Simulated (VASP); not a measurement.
Crystal: CdTe.

```xyz
2
Lattice="0.0000 3.2050 3.2050 3.2050 0.0000 3.2050 3.2050 3.2050 0.0000" Properties=species:S:1:pos:R:3 pbc="T T T"
Te    4.8075    4.8075    4.8075
Cd    0.0000    0.0000    0.0000
```

```yaml
Program: VASP 6.6.1
Task: relaxation of cell and atoms
Functional: PBEsol
Potentials_or_basis: VASP PAW PBE potentials, release 64 (Te, Cd)
Cutoff: 600 eV
k_mesh: 7 × 7 × 7
Occupations: fermi-dirac, width 0.05 eV
Spin: no spin polarisation
```

At the start: pressure 1.8 GPa; volume 32.92 Å³/atom.

Task: How do energy, volume and symmetry change on relaxing?

Result: Over 3 steps the energy falls by 7.3 meV/atom and the volume is 34.26 Å³/atom (+4.1 %); space group F-43m (No. 216, to 0.05 Å).

The path:
```csv
step,energy change (eV),largest force (eV/Å),pressure (GPa),volume (Å³)
1,0.0000,0.0000,1.82,65.84
2,-0.0130,0.0000,-0.54,69.47
3,-0.0146,0.0000,0.00,68.52
```

Final structure:
```
Te Cd
1.0
     0.00000    3.24789    3.24789
     3.24789    0.00000    3.24789
     3.24789    3.24789    0.00000
Te Cd
1 1
Cartesian
  4.8718 4.8718 4.8718
  0.0000 0.0000 0.0000
```

Caveat: the PAW data sets were made with another functional, which shifts forces and pressure a little.
